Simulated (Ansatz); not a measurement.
# AlCo: a trigonal deformation path

An exercise on one series of results from a longer session: the logs are not shown, and one member is left open.

Program: Ansatz 0.2.0. Level of theory: DFT PBE, scalar-relativistic, plane waves, PAW. These are calculated values, not measurements.

### The starting structure

It takes space group Pm-3m (No. 221, cubic). Conventional cell: a = 2.819 Å, b = 2.819 Å, c = 2.819 Å, α = 90.00°, β = 90.00°, γ = 90.00°. Al (site symmetry m-3m) is surrounded by 8 Co at 2.44 Å. Around Co (site symmetry m-3m) lie 8 Al at 2.44 Å.

Coordinates:

```
CELL_PARAMETERS angstrom
2.81940 0.00000 0.00000
0.00000 2.81940 0.00000
0.00000 0.00000 2.81940
ATOMIC_POSITIONS crystal
Al 0.00000 0.00000 0.00000
Co 0.50000 0.50000 0.50000
```

It goes back to an entry of the Materials Project.

The cell is taken as given, not relaxed at this level.

The first run:

Contents of input.yaml:

```yaml
crystal:
  lattice:
    - [2.81940321, 0.0, 0.0]
    - [0.0, 2.81940321, 0.0]
    - [0.0, 0.0, 2.81940321]
  atoms:
    - { symbol: Al, position: [0.0, 0.0, 0.0], spin: -0.01 }
    - { symbol: Co, position: [0.5, 0.5, 0.5], spin: 0.16 }
basis:
  ecutwfc: 420
kpoints:
  mp_grid: { grid: [18, 18, 18] }
hamiltonian:
  xc: pbe
scf:
  occupations: { method: gaussian, width: 0.15 }
output:
  forces: true
  stress: true
  eigenvalues: true
  populations: true
magnetization:
  spin_polarized: true
```

Command:

```console
$ ansatz run input.yaml --threads 1 --pin off --max-ram 2560MiB --backend cpu --events-out ev --progress --plain --runs-dir out
```

Steps of the session up to this table: The reference: the undisturbed cell on the scan's mesh; ρ = 0.500; Point ρ = 2.000; ρ = 0.710; ρ = 1.410; At ρ = 0.600; ρ = 0.850; ρ = 1.200; ρ = 1.700; Point ρ = 0.930; Point ρ = 1.080.

One table of the session follows, with a row left open; its other results are not shown here.

Collected from the runs (energy zero: the undisturbed cell):

```
    ρ  ΔE (meV/atom)  pressure (GPa)
0.500         6912.5           158.1
0.600         3190.2            80.2
0.710         1251.1            37.9
0.850          235.7            13.1
0.930           42.3             7.9
1.000            0.0             6.7
1.080           39.3             7.8
1.200              ?               ?
1.410          534.6            23.0
1.700          923.3            33.7
2.000         1073.4            37.2
```

Estimate the missing values for ρ = 1.200.

Worked estimate for «ΔE (meV/atom)». A straight line through the neighbours (1.080, 39.3) and (1.410, 534.6) gives 39.3 + (534.6 − 39.3) × (1.200 − 1.080) / (1.410 − 1.080) = 219.4; a parabola fitted to 4 rows on both sides gives 234.7.

**Answer.** ΔE (meV/atom): 190.7; pressure (GPa): 12.5. In «ΔE (meV/atom)» the line misses by +28.7 and the parabola by +44.0.

To keep in mind: Warnings in the runs' records: seeded moment not kept.
